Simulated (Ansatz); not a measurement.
Crystal: FeGe.

```
CELL_PARAMETERS angstrom
4.68900 0.00000 0.00000
0.00000 4.68900 0.00000
0.00000 0.00000 4.68900
ATOMIC_POSITIONS crystal
Ge 0.15800 0.34200 0.65800
Ge 0.34200 0.65800 0.15800
Ge 0.65800 0.15800 0.34200
Ge 0.84200 0.84200 0.84200
Fe 0.86500 0.63500 0.36500
Fe 0.63500 0.36500 0.86500
Fe 0.36500 0.86500 0.63500
Fe 0.13500 0.13500 0.13500
```

Base run:

| Item | Value |
| --- | --- |
| Program | Ansatz 0.2.0 |
| Functional | PBEsol |
| Potentials or basis | Ansatz PAW |
| Cutoff | 420 eV (not typed: the program's choice for these potentials) |
| k mesh | 6 × 6 × 6 |
| Occupations | fermi-dirac, width 0.05 eV |
| Spin | no spin polarisation |

Its results: pressure -12.9 GPa; largest force 0.395 eV/Å.

Task: The run is repeated on the same cell with these changes: spin from no spin polarisation to collinear spin, ferrimagnetic start. What comes out?

Result: Pressure -10.0 GPa; net moment 4.21 μB per cell; site moments Ge -0.05; Fe +1.16 μB; largest force 0.142 eV/Å.

Caveats: the PAW data sets come from PBE, with cores solved anew for the run's functional, which leaves a small shift of forces and pressure; the starting moments weren't kept (some runs).
